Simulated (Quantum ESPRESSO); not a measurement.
## Pd under changes of volume

One of the cells (14.750 Å³/atom); the others are scaled copies at fixed shape and fractional positions:

```
CELL_PARAMETERS angstrom
0.00000 1.94650 1.94650
1.94650 0.00000 1.94650
1.94650 1.94650 0.00000
ATOMIC_POSITIONS crystal
Pd 0.00000 0.00000 0.00000
```

- Program: Quantum ESPRESSO 7.5
- Functional: PBE
- Potentials or basis: SSSP 1.3 efficiency PBE
- Cutoff: 816 eV
- Density cutoff: 3265 eV
- k mesh: 12 × 12 × 12
- Occupations: fermi-dirac, width 0.05 eV
- Spin: no spin polarisation

| volume (Å³/atom) | energy over the lowest point (meV/atom) | pressure (GPa) |
| --- | --- | --- |
| 13.865 | ? | ? |
| 14.160 | 52.67 | 16.1 |
| 14.455 | 27.64 | 11.1 |
| 14.750 | 11.15 | 6.8 |
| 15.045 | 2.23 | 2.9 |
| 15.340 | 0.00 | -0.5 |
| 15.635 | 3.73 | -3.5 |

Question: What does the run at 13.865 Å³/atom give?

Answer: Energy over the lowest point 87.38 meV/atom; pressure 21.7 GPa.

Worked out: A Birch-Murnaghan fit of order 3 (a polynomial in V^(-2/3)) to the other rows has its minimum at 15.30 Å³/atom with B0 = V·E''(V) = 170 GPa and B' = 5.3. It gives 87.33 meV/atom at 13.865 Å³/atom, against the run's 87.38, and -dE/dV = 21.7 GPa, against 21.7.

Energies are extrapolated to zero smearing.
